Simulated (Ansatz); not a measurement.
# Co in W(100), 2x2: scattering by a point defect, part 3 of 3

How strong a scatterer is Co in W(100), 2x2, and does relaxation matter?

Ansatz 0.2.0; Ansatz plane-wave DFT, PBE, PAW files, collinear spin; ballistic transport by layer matching (Landauer), zero bias; PAW set soft_1 (the session's first sound run).

So far, resistivity per at.% scaled from this dense plane, with the factor 3/4 for isotropic scattering (µΩ cm): step 3 (resistance at ideal sites) 6.78.

## Step 5: Transmission after relaxation, relaxed yes

The transmission is solved again on the relaxed atoms.

This step: Ansatz plane-wave DFT, PBE, PAW files, collinear spin; ballistic transport by layer matching (Landauer), zero bias; PAW set soft_1 (Ansatz 0.2.0).

input.yaml reads:

```yaml
crystal:
  lattice:
    - [6.3296, 0.0, 0.0]
    - [0.0, 6.3296, 0.0]
    - [0.0, 0.0, 28.4832]
  atoms:
    - { symbol: W, position: [0.0, 0.0, 0.0277777778] }
    - { symbol: W, position: [0.0, 0.5, 0.0277777778] }
    - { symbol: W, position: [0.5, 0.0, 0.0277777778] }
    - { symbol: W, position: [0.5, 0.5, 0.0277777778] }
    - { symbol: W, position: [0.25, 0.25, 0.0833333333] }
    - { symbol: W, position: [0.25, 0.75, 0.0833333333] }
    - { symbol: W, position: [0.75, 0.25, 0.0833333333] }
    - { symbol: W, position: [0.75, 0.75, 0.0833333333] }
    - { symbol: W, position: [0.0, 0.0, 0.1388888889] }
    - { symbol: W, position: [0.0, 0.5, 0.1388888889] }
    - { symbol: W, position: [0.5, 0.0, 0.1388888889] }
    - { symbol: W, position: [0.5, 0.5, 0.1388888889] }
    - { symbol: W, position: [0.25, 0.25, 0.1944444444] }
    - { symbol: W, position: [0.25, 0.75, 0.1944444444] }
    - { symbol: W, position: [0.75, 0.25, 0.1944444444] }
    - { symbol: W, position: [0.75, 0.75, 0.1944444444] }
    - { symbol: W, position: [0.0, 0.0, 0.25] }
    - { symbol: W, position: [0.0, 0.5, 0.25] }
    - { symbol: W, position: [0.5, 0.0, 0.25] }
    - { symbol: W, position: [0.5, 0.5, 0.25] }
    - { symbol: W, position: [0.25, 0.25, 0.306106043] }
    - { symbol: W, position: [0.25, 0.75, 0.3057434447] }
    - { symbol: W, position: [0.75, 0.25, 0.3057434447] }
    - { symbol: W, position: [0.75, 0.75, 0.3057326947] }
    - { symbol: W, position: [5.2179e-05, 5.2179e-05, 0.3616028854] }
    - { symbol: W, position: [5.2179e-05, 0.499947821, 0.3616028854] }
    - { symbol: W, position: [0.499947821, 5.2179e-05, 0.3616028854] }
    - { symbol: W, position: [0.499947821, 0.499947821, 0.3616028854] }
    - { symbol: W, position: [0.25, 0.25, 0.418168696] }
    - { symbol: W, position: [0.25, 0.75, 0.4172883363] }
    - { symbol: W, position: [0.75, 0.25, 0.4172883363] }
    - { symbol: W, position: [0.75, 0.75, 0.4170520323] }
    - { symbol: W, position: [0.0007471657, 0.0007471657, 0.472829303] }
    - { symbol: W, position: [0.0007471657, 0.4992528343, 0.472829303] }
    - { symbol: W, position: [0.4992528343, 0.0007471657, 0.472829303] }
    - { symbol: W, position: [0.4992528343, 0.4992528343, 0.472829303] }
    - { symbol: Co, position: [0.25, 0.25, 0.5278810296], spin: 2.0 }
    - { symbol: W, position: [0.25, 0.75, 0.5278798944] }
    - { symbol: W, position: [0.75, 0.25, 0.5278798944] }
    - { symbol: W, position: [0.75, 0.75, 0.5278873362] }
    - { symbol: W, position: [0.0007520105, 0.0007520105, 0.5829345767] }
    - { symbol: W, position: [0.0007520105, 0.4992479895, 0.5829345767] }
    - { symbol: W, position: [0.4992479895, 0.0007520105, 0.5829345767] }
    - { symbol: W, position: [0.4992479895, 0.4992479895, 0.5829345767] }
    - { symbol: W, position: [0.25, 0.25, 0.6376141139] }
    - { symbol: W, position: [0.25, 0.75, 0.6384740348] }
    - { symbol: W, position: [0.75, 0.25, 0.6384740348] }
    - { symbol: W, position: [0.75, 0.75, 0.6387267463] }
    - { symbol: W, position: [0.0001548077, 0.0001548077, 0.6941458428] }
    - { symbol: W, position: [0.0001548077, 0.4998451923, 0.6941458428] }
    - { symbol: W, position: [0.4998451923, 0.0001548077, 0.6941458428] }
    - { symbol: W, position: [0.4998451923, 0.4998451923, 0.6941458428] }
    - { symbol: W, position: [0.25, 0.25, 0.75] }
    - { symbol: W, position: [0.25, 0.75, 0.75] }
    - { symbol: W, position: [0.75, 0.25, 0.75] }
    - { symbol: W, position: [0.75, 0.75, 0.75] }
    - { symbol: W, position: [0.0, 0.0, 0.8055555556] }
    - { symbol: W, position: [0.0, 0.5, 0.8055555556] }
    - { symbol: W, position: [0.5, 0.0, 0.8055555556] }
    - { symbol: W, position: [0.5, 0.5, 0.8055555556] }
    - { symbol: W, position: [0.25, 0.25, 0.8611111111] }
    - { symbol: W, position: [0.25, 0.75, 0.8611111111] }
    - { symbol: W, position: [0.75, 0.25, 0.8611111111] }
    - { symbol: W, position: [0.75, 0.75, 0.8611111111] }
    - { symbol: W, position: [0.0, 0.0, 0.9166666667] }
    - { symbol: W, position: [0.0, 0.5, 0.9166666667] }
    - { symbol: W, position: [0.5, 0.0, 0.9166666667] }
    - { symbol: W, position: [0.5, 0.5, 0.9166666667] }
    - { symbol: W, position: [0.25, 0.25, 0.9722222222] }
    - { symbol: W, position: [0.25, 0.75, 0.9722222222] }
    - { symbol: W, position: [0.75, 0.25, 0.9722222222] }
    - { symbol: W, position: [0.75, 0.75, 0.9722222222] }
magnetization:
  spin_polarized: true
kpoints:
  mp_grid: { grid: [4, 4, 1] }
hamiltonian:
  xc: pbe
  pseudopotentials: { kind: paw, azcp: { folder: soft_1 } }
scf:
  occupations: { method: fermi_dirac, width: 0.1 }
output:
  transmission: { leads: [[0, 4]], kmesh: [8, 8], e_range: [-0.05, 0.05], de: 0.05 }
  write_potential: true
  write_density: true
  volumetric_format: npy
```

The run is started by

```
$ ansatz run input.yaml --threads 4 --pin off --max-ram 15360MiB --backend cpu --events-out ev --progress --plain --runs-dir out
```

Numbers of over 12 decimals in the logs are rounded to 6 here.

The program printed:

```text
[...]
Crystal: 72 atoms, lattice volume = 1141.146 Å³
Basis set: ecut = 420 eV, 22299 PW (Γ)
Bands: 608, of which v1, the nominal top of the filled ones, is band 506 counted from 1 (505 counted from 0)
Symmetry: 8 space group operations
[...]
k-points: 6 of 16
[...]
Starting moments: Σ|m| = 2 μB on 1 of 72 sites
[...]
SCF iter   1: F=—  HF=-742548.223536 eV  |F-HF|=—  |Δ(HF+E_count)|=         —  Δρ=5.84e-2 (↑3.46e-2 ↓5.84e-2)  dr2=1.38e3  dr2_m=4.18e0  M=0.438 μB ∫|m|=0.561 μB  β_m=0.30  ethr=3.10e-3  ⟨swp⟩=5.3  Hψ=23367  notcnv=0
[...]
SCF iter  19: F=-742525.704022 eV  HF=-742525.704022 eV  |F-HF|=3.17e-8  |Δ(HF+E_count)|=   2.56e-9  Δρ=1.18e-6 (↑2.37e-7 ↓1.18e-6)  dr2=3.43e-8  dr2_m=2.37e-9  M=1.990 μB ∫|m|=2.402 μB  ethr=6.79e-12  ⟨swp⟩=5.4  Hψ=18181  notcnv=0
SCF 1 converged in 19 iterations: F = -742525.704022 eV  dr2 = 3.43e-8
[...]
transmission: 108 of 1080 steps passed
transmission: 216 of 1080 steps passed
[...]
transmission: 1080 of 1080 steps passed
SCF converged after 19 iterations
Magnetization: 1.9896 μB (506.4948 up, 504.5052 down)
Absolute magnetization: 2.4061 μB (∫|ρ↑−ρ↓|, with the PAW one-centre terms)
[...]
Per-site moments (μB) at R_I (Å): [(-0.00166892, 1.130579), (-0.00166892, 1.130579), (-0.00166892, 1.130579), (-0.00166892, 1.130579), (0.00240938, 1.130579), (0.0014485, 1.130579), (0.0014485, 1.130579), (0.000683493, 1.130579), (-0.00202706, 1.130579), (-0.00202706, 1.130579), (-0.00202706, 1.130579), (-0.00202706, 1.130579), (0.00269676, 1.130579), (0.00161823, 1.130579), (0.00161823, 1.130579), (0.00241799, 1.130 [...]
Free energy (F): -742525.704022 eV
[...]
Internal energy: -742524.403788 eV  (E = F + TS)
E sigma→0 (E₀):  -742525.053905 eV
Entropy (-TS):   -1.300235 eV (-18.059 meV/atom)
Fermi energy:    22.268725 eV
[...]
--- Band table (eV; the first three rows and the last of 12) ---
  k-point 0 ↑: bands = [... 502 lower, 22.1859, 22.2065, 22.2065, 22.2352, 22.2465, 22.2635, 22.2696, 22.2734, ... 98 higher]
  k-point 1 ↑: bands = [... 502 lower, 22.1553, 22.1622, 22.1767, 22.2141, 22.2293, 22.2438, 22.2796, 22.2974, ... 98 higher]
  k-point 2 ↑: bands = [... 502 lower, 22.1633, 22.2559, 22.2614, 22.3713, 22.3759, 22.4038, 22.4406, 22.4438, ... 98 higher]
  k-point 5 ↓: bands = [... 502 lower, 21.6025, 21.6042, 22.2906, 22.3309, 22.4235, 22.4235, 22.7418, 22.7724, ... 98 higher]
--- Transmission ---
  basis      : 349 plane waves across, 36 finite elements along
  points     : 15, standing for a mesh of 8 x 8
[...]
channels       : 5.281250e0 up, 5.281250e0 down
[...]
slowest decay  : 0.0383 /Å at (0.5000, 0.5000)
  junction   : crystal 0 to crystal 0, 0.88 to 27.78 Å
    transmission   : 3.362924e0 up, 4.194626e0 down
[...]
```

It took 33 min on 4 threads of Arm Neoverse V1, shared host; peak memory 8.6 GiB.

Numbers from this step:

```yaml
transmission_spin_up: 3.363
transmission_spin_down: 4.195
step_of_the_lead_s_potential: 2.1 meV
```

Per spin. The transmission, zone mean by energy, zero at the Fermi level:

```
energy (eV)  T up  T down
    -0.0500  3.29    3.79
     0.0000  3.36    4.19
     0.0500  3.41    4.33
```

Nearest the Fermi level spin up passes 3.36 of 5.28 channels of the lower lead and spin down 4.19 of 5.28.

## Step 6: Resistance after relaxation

This step: Ansatz plane-wave DFT, PBE, PAW files, collinear spin; ballistic transport by layer matching (Landauer), zero bias; area resistance of the defect plane and resistivity an atomic per cent; PAW set soft_1 (Ansatz 0.2.0).

Numbers from this step:

| Quantity | Value |
| --- | --- |
| area resistance | 0.3569 fΩ m² |
| T over the leads' mean channel count | 0.7176 |
| spin asymmetry γ | -0.3464 (R down - R up) / (R down + R up) |
| resistivity per at.% scaled from this dense plane, with the factor 3/4 for isotropic scattering | 6.766 µΩ cm |

Averaged over the energies near the Fermi level, 71.8 % of the channels pass, which makes 0.357 fΩ m², against 0.358 on ideal sites.

## Step 7: Results

```yaml
share_of_channels_that_pass_rigid: 0.713
area_resistance_rigid: 0.358 fΩ m²
resistivity_per_at_from_the_area_resistance_times_3_over_4_rigid: 6.78 µΩ cm
share_of_channels_that_pass_relaxed: 0.718
area_resistance_relaxed: 0.357 fΩ m²
resistivity_per_at_from_the_area_resistance_times_3_over_4_relaxed: 6.77 µΩ cm
```

In words: The plane of defects adds 0.36 fΩ m². Scaled to one atomic per cent that is 9.0 µΩ cm as it stands and 6.8 with the factor 3/4 for isotropic scattering on a spherical Fermi surface; with the reflection in place of the resistance taken as linear in the density it would be 4.9. These are rough estimates of the dilute value, not bounds. One Co in each 2x2 cell reflects 28 % of the lead's channels. The relaxed cell differs by -0.21 % in resistance; between the two runs the lead's own channel count goes from 10.4 to 10.4, so the change comes from the moved atoms. The defect scatters spin up more strongly (asymmetry -0.35). The defects form a dense periodic sheet that scatters coherently, unlike a dilute random alloy. T and N are means over the solved energies nearest the Fermi level. Spin-orbit coupling is left out, which matters for W. One magnetic start was tried, and the two spins conduct in parallel without mixing.

[Logs are printed without paths, hosts, clocks, repeated set-up lines and the standing remarks that a program may print on its own settings, such as how far it seeks lower states.]

[Hosts, paths, dates, database ids (printed as entryN), source tags and the programs' standing remarks are cut or masked in the printed files.]
